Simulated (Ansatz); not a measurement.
The system is W.

```xyz
1
Lattice="0.0000 2.0300 2.0300 2.0300 0.0000 2.0300 2.0300 2.0300 0.0000" Properties=species:S:1:pos:R:3 pbc="T T T"
W     0.0000    0.0000    0.0000
```

This isn't the form of W at room conditions, which is bcc.

- Program: Ansatz 0.2.0
- Task: relaxation of cell and atoms
- Functional: PBE
- Dispersion: D4
- Potentials or basis: Ansatz PAW
- Cutoff: 420 eV (not typed: the program's choice for these potentials)
- k mesh: 11 × 11 × 11
- Occupations: fermi-dirac, width 0.05 eV
- Spin: no spin polarisation

At the start: volume 16.73 Å³/atom.

How do energy, volume and symmetry change on relaxing?

It ends after 5 steps and the volume is 16.10 Å³/atom (-3.8 %); space group Fm-3m (No. 225, to 0.05 Å).

The path:
```tsv
step	energy change (eV)	largest force (eV/Å)	volume (Å³)
1	0.0000	0.0000	16.73
2	-0.0223	0.0000	16.19
3	-0.0229	0.0000	16.09
4	-0.0229	0.0000	16.10
5	-0.0226	0.0000	16.10
```

Final structure:
```
CELL_PARAMETERS angstrom
0.00000 2.00395 2.00395
2.00395 0.00000 2.00395
2.00395 2.00395 0.00000
ATOMIC_POSITIONS crystal
W 0.00000 0.00000 0.00000
```

Caveat: the plane-wave basis is chosen anew once the cell has moved, so the energies of steps on either side of that aren't comparable; pairwise dispersion overbinds metals, which lowers pressure and volume.
